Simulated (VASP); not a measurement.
Here is a VASP 6.6.1 calculation.

The input INCAR:

```
SYSTEM = InAs
ALGO = Normal ; EDIFF = 1E-7
EDIFFG = -0.02 ; ENCUT = 600
IBRION = 2 ; ISIF = 3
ISMEAR = 0 ; LASPH = .TRUE.
LCHARG = .FALSE. ; LMIXTAU = .TRUE.
LREAL = .FALSE. ; LWAVE = .FALSE.
METAGGA = R2SCAN ; NELM = 60
NSW = 60 ; PREC = Accurate
SIGMA = 0.02
```

KPOINTS

```
k-points
0
G
  9 9 9
  0 0 0
```

File POSCAR:

```
InAs
1.0
    0.0000000000      3.0535616600      3.0535616600
    3.0535616600      0.0000000000      3.0535616600
    3.0535616600      3.0535616600      0.0000000000
In As
1 1
Direct
    0.0000000000      0.0000000000      0.0000000000
    0.7500000000      0.7500000000      0.7500000000
```

Potentials or basis: VASP PAW PBE potentials, release 64 (In_d, As).

The run is started by

```console
$ cat potpaw_PBE.64/In_d/POTCAR potpaw_PBE.64/As/POTCAR > POTCAR
$ mpirun -np 1 vasp_std > vasp.out
```

**Question.** Predict the band gap on the k mesh.

**Answer.** 0.09 eV, direct.

Final structure:
```xyz
2
Lattice="0.0000 3.0536 3.0536 3.0536 0.0000 3.0536 3.0536 3.0536 0.0000" Properties=species:S:1:pos:R:3 pbc="T T T"
In    0.0000    0.0000    0.0000
As    4.5803    4.5803    4.5803
```

Caveat: the relaxation stopped at its first step, so nothing moved; spin-orbit coupling is left out, which moves the levels of the heavy elements. r2SCAN opens gaps a little over a GGA but as a rule still falls short of measured ones.
